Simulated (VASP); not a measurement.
Method: PBE GGA with D3 dispersion (Becke-Johnson damping), VASP's PBE PAW potentials (set 64) (plane waves; VASP).

A VASP calculation is set up with these files.

### POSCAR
```
ZnTe
3.0437640
  0.0000000000   1.0000000895   1.0000000895
  1.0000000895   0.0000000000   1.0000000895
  1.0000000895   1.0000000895   0.0000000000
Zn Te
1 1
Direct
  0.0000000000   1.0000000000   1.0000000000
  0.2500000000   0.2500000000   0.2500000000
```

**INCAR**
```
! general
SYSTEM   =  ZnTe
PREC     =  Accurate
ENCUT    =  520
LREAL    =  .FALSE.
LASPH    =  .TRUE.

! electronic loop
EDIFF    =  1E-7
NELM     =  100
ALGO     =  Normal
LMAXMIX  =  4

! smearing
ISMEAR   =  0
SIGMA    =  0.05

! functional
GGA      =  PE
IVDW     =  12

! ions
ISIF     =  2

! output
LWAVE    =  .FALSE.
LCHARG   =  .FALSE.
```

**KPOINTS**
```
Automatic mesh
0
Gamma
8 8 8
0 0 0
```

POTCAR, in this order: Zn Te (PBE.64 set). Program: vasp_std.

The resulting files:

File OSZICAR:
```
       N       E                     dE             d eps       ncg     rms          rms(c)
DAV:   1     0.790982469720E+02    0.79098E+02   -0.84325E+03   754   0.143E+03
DAV:   2    -0.644586717748E+00   -0.79743E+02   -0.76973E+02   789   0.262E+02
DAV:   3    -0.527796261381E+01   -0.46334E+01   -0.46157E+01   989   0.627E+01
DAV:   4    -0.534324413814E+01   -0.65282E-01   -0.65268E-01   914   0.738E+00
DAV:   5    -0.534464535783E+01   -0.14012E-02   -0.14012E-02   940   0.875E-01    0.490E+00
DAV:   6    -0.517933149388E+01    0.16531E+00   -0.59701E-01   932   0.230E+01    0.382E+00
DAV:   7    -0.516924740744E+01    0.10084E-01   -0.11807E-01   854   0.403E+00    0.154E+00
DAV:   8    -0.516920607594E+01    0.41331E-04   -0.47228E-03   975   0.710E-01    0.391E-01
DAV:   9    -0.516942052610E+01   -0.21445E-03   -0.10442E-03   824   0.352E-01    0.134E-01
DAV:  10    -0.516943951580E+01   -0.18990E-04   -0.80445E-05   940   0.917E-02    0.101E-01
DAV:  11    -0.516949677933E+01   -0.57264E-04   -0.10182E-04   794   0.665E-02    0.484E-02
DAV:  12    -0.516949771055E+01   -0.93122E-06   -0.41822E-06   894   0.250E-02    0.185E-02
DAV:  13    -0.516949793828E+01   -0.22773E-06   -0.30017E-07   823   0.519E-03    0.147E-02
DAV:  14    -0.516949861586E+01   -0.67758E-06   -0.88474E-07   819   0.608E-03    0.145E-03
DAV:  15    -0.516949863546E+01   -0.19600E-07   -0.35326E-08   537   0.164E-03
   1 F= -.58663554E+01 E0= -.58663554E+01  d E =-.104185E-15
```

OUTCAR:
```
------------------------ aborting loop because EDIFF is reached ----------------------------------------
 Edisp (eV)   -0.69686
  FORCE on cell =-STRESS in cart. coord.  units (eV):
  Direction    XX          YY          ZZ          XY          YZ          ZX
  --------------------------------------------------------------------------------------
  Total       0.00726     0.00726     0.00726     0.00000    -0.00000    -0.00000
  in kB       0.20621     0.20621     0.20621     0.00000    -0.00000    -0.00000
  external pressure =        0.21 kB  Pullay stress =        0.00 kB
  volume of cell :       56.40
      direct lattice vectors                 reciprocal lattice vectors
     0.000000000  3.043764272  3.043764272    -0.164270277  0.164270277  0.164270277
     3.043764272  0.000000000  3.043764272     0.164270277 -0.164270277  0.164270277
     3.043764272  3.043764272  0.000000000     0.164270277  0.164270277 -0.164270277
 POSITION                                       TOTAL-FORCE (eV/Angst)
 -----------------------------------------------------------------------------------
      0.00000      0.00000      0.00000        -0.000000      0.000000     -0.000000
      1.52188      1.52188      1.52188         0.000000     -0.000000      0.000000
 -----------------------------------------------------------------------------------
    total drift:                               -0.000000     -0.000000     -0.000000
  FREE ENERGIE OF THE ION-ELECTRON SYSTEM (eV)
  ---------------------------------------------------
  free  energy   TOTEN  =        -5.8663554400 eV

  energy  without entropy=       -5.8663554400  energy(sigma->0) =       -5.86635544
```
(Selected blocks of OUTCAR.)

The compound is ZnTe in the zinc blende structure. It was relaxed first.
